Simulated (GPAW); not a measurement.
Runs of GPAW 26.7.0 on InP. It takes space group F-43m (No. 216, cubic). Conventional cell: a = 5.861 Å, b = 5.861 Å, c = 5.861 Å, α = 90.00°, β = 90.00°, γ = 90.00°. In (site symmetry -43m) has 4 P at 2.54 Å as nearest neighbours. P (site symmetry -43m) is surrounded by 4 In at 2.54 Å. 

| task | level | potentials or basis | spin | band path | band points | spin axis theta (degrees) | spin axis phi (degrees) | soc after scf | gap on the mesh (eV) | pressure (GPa) | V0 of scaled cells (Å³/atom) | B0 (GPa) |
| --- | --- | --- | --- | --- | --- | --- | --- | --- | --- | --- | --- | --- |
| band structure | revPBE | the program's PAW data sets (release 1.2.1) made for this functional, pw | SOC, no magnetisation | GXWKGLUWLK,UX | 80 | 90 | 0 | second variation | 0.78 | 4.4 | - | - |
| equation of state | WC | PAW data sets generated in the run's folder for this functional, pw | off | - | - | - | - | - | - | - | (b) | 68 |
| equation of state | PBEsol+D3 | PAW data sets generated in the run's folder for this functional, pw | off | - | - | - | - | - | - | - | 24.88 | 70 |
| equation of state | SOGGA | PAW data sets generated in the run's folder for this functional, pw | off | - | - | - | - | - | - | - | 25.27 | 68 |
| band structure | RPBE | the program's PAW data sets (release 1.2.1) made for this functional, pw | SOC, no magnetisation | GXWKGLUWLK,UX | 80 | 90 | 45 | second variation | 0.81 | 4.9 | - | - |
| equation of state | PBEsol | PAW data sets generated in the run's folder for this functional, pw | off | - | - | - | - | - | - | - | (a) | 68 |

Alike in all rows: cell as given; k mesh 6 × 6 × 6; cutoff (eV) 600; smearing fermi-dirac 0.05 eV.

Estimate the missing entries.

(a) 25.32; (b) 25.33.

Caveats: spin-orbit coupling was added after a scalar SCF, so levels and gaps hold it while energy, forces, pressure and moments don't (some runs); this program's spin-orbit splittings come out too wide for heavy elements (some runs).

A k mesh can miss the band edges, and rows without SOC leave out spin-orbit coupling on In.
